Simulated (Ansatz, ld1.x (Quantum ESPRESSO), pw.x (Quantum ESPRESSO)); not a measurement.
# Equation-of-state test of one TM potential (hafnium)

ld1.x (Quantum ESPRESSO) 7.5 input, shortened:

```
&input
   title='Hf', zed=72., rel=1, dft='PBE', iswitch=3,
   config='[Xe] 4f14 5d2 6s2 6p0'
 /
 &inputp
   pseudotype=2, tm=.true., lloc=-2, rcloc=2.80,
   nlcc=.false.
 /
3
6S  1  0   2.00   0.00  2.55  2.55  0.0
6P  2  1   0.00   0.00  4.20  4.20  0.0
5D  3  2   2.00   0.00  2.20  2.20  0.0
 &test
   configts(1)='5d2 6s2 6p0'
 /
```

Crystal test: fcc Hf in pw.x 7.5, no spin, 13³ k-points, Fermi–Dirac smearing 0.01 Ry, cutoffs 40/160 Ry. The reference is all-electron LAPW (Ansatz 0.2.0) with the same functional, mesh and smearing; V0 and B0 come from Birch–Murnaghan fits to the pressures at five volumes. Errors are pseudo minus all-electron; Δ is the rms difference of the E(V) curves that follow from these fits, minima aligned, over ±6 % about the mean V0. Mesh and smearing are coarse, so the numbers serve the comparison and aren't converged zero-temperature values; the lattice is a test structure that the element need not adopt.

All-electron: a0 = 4.490 Å (V0 = 22.63 Å³/atom), B0 = 101.6 GPa.

Problem. How far does the potential miss the all-electron equation of state?

Solution. mean pressure error (GPa): +1.83; a0 (Å): 4.518; a0 error (%): +0.62; B0 error (%): -5.5; Δ (meV/atom): 9.1. The largest radius (4.20 bohr) exceeds half the bond length (3.00 bohr), so the spheres overlap, which is one possible source of error among others. This is a poor potential for the solid. The logarithmic derivative shows an extra or strongly shifted pseudo pole above the reference energy (s near 1.50 Ry).

```json
{"V (Å³/atom)": "21.547", "P all-electron (GPa)": "5.40", "P pseudo (GPa)": "7.22"}
{"V (Å³/atom)": "22.114", "P all-electron (GPa)": "2.43", "P pseudo (GPa)": "4.27"}
{"V (Å³/atom)": "22.681", "P all-electron (GPa)": "-0.23", "P pseudo (GPa)": "1.61"}
{"V (Å³/atom)": "23.248", "P all-electron (GPa)": "-2.62", "P pseudo (GPa)": "-0.79"}
{"V (Å³/atom)": "23.815", "P all-electron (GPa)": "-4.76", "P pseudo (GPa)": "-2.96"}
```

Problem. At the middle volume, how do free energy and pressure move when the wave cutoff is lowered (ecutrho kept at four times it)?

Solution.

```csv
cutoff (Ry),shift of F (meV/atom),shift of P (GPa)
18,+414.6,-9.00
24,+43.7,-1.87
32,+0.8,-0.05
```

Input at the middle volume:

```
&control
  calculation='scf', prefix='x', pseudo_dir='./', outdir='./tmp', tstress=.true., disk_io='low'
/
&system
  ibrav=0, nat=1, ntyp=1, ecutwfc=40, ecutrho=160, nbnd=9,
  occupations='smearing', smearing='fd', degauss=0.01
/
&electrons
  conv_thr=1e-09, mixing_beta=0.4, electron_maxstep=70
/
ATOMIC_SPECIES
Hf 1.0 Hf.UPF
CELL_PARAMETERS angstrom
  0.00000000 2.24669474 2.24669474
  2.24669474 0.00000000 2.24669474
  2.24669474 2.24669474 0.00000000
ATOMIC_POSITIONS crystal
Hf 0.0000 0.0000 0.0000
K_POINTS automatic
13 13 13 0 0 0
```

```bash
pw.x < Hf.scf.in > Hf.scf.out
```

Lines of the output:

```
Message from routine setup:
     using ibrav=0 with symmetry is DISCOURAGED, use correct ibrav instead
     lattice parameter (alat)  =       6.0042  a.u.
     unit-cell volume          =     153.0590 (a.u.)^3
     number of electrons       =         4.00
     number of Kohn-Sham states=            9
     kinetic-energy cutoff     =      40.0000  Ry
     charge density cutoff     =     160.0000  Ry
     scf convergence threshold =      1.0E-09
     Exchange-correlation= PBE
     number of k points=    84  Fermi-Dirac smearing, width (Ry)=  0.0100
     iteration #  1     ecut=    40.00 Ry     beta= 0.40
     total energy              =      -6.04755902 Ry
     estimated scf accuracy    <       0.01460193 Ry
     iteration #  2     ecut=    40.00 Ry     beta= 0.40
     total energy              =      -6.04675526 Ry
     estimated scf accuracy    <       0.00394025 Ry
     iteration #  3     ecut=    40.00 Ry     beta= 0.40
     total energy              =      -6.04711245 Ry
     estimated scf accuracy    <       0.00004295 Ry
     iteration #  4     ecut=    40.00 Ry     beta= 0.40
     total energy              =      -6.04712335 Ry
     estimated scf accuracy    <       0.00000327 Ry
     iteration #  5     ecut=    40.00 Ry     beta= 0.40
     total energy              =      -6.04712409 Ry
     estimated scf accuracy    <       0.00000060 Ry
     iteration #  6     ecut=    40.00 Ry     beta= 0.40
     total energy              =      -6.04712416 Ry
     estimated scf accuracy    <          8.0E-09 Ry
     iteration #  7     ecut=    40.00 Ry     beta= 0.40
     total energy              =      -6.04712417 Ry
     estimated scf accuracy    <          1.8E-09 Ry
     iteration #  8     ecut=    40.00 Ry     beta= 0.40
     the Fermi energy is     8.6682 ev
!    total energy              =      -6.04712417 Ry
     estimated scf accuracy    <          6.8E-12 Ry
     smearing contrib. (-TS)   =      -0.00655469 Ry
     The total energy is F=E-TS. E is the sum of the following terms:
     one-electron contribution =       4.70857302 Ry
     hartree contribution      =       0.00981812 Ry
     xc contribution           =      -2.11976458 Ry
     ewald contribution        =      -8.63919604 Ry
     convergence has been achieved in   8 iterations
          total   stress  (Ry/bohr**3)                   (kbar)     P=       16.07
```

The run at the middle volume (84 k-points, 8 iterations) took about 4.1 s on one core of a shared host (Neoverse-V2, 32 threads, 247 GiB, load 22).
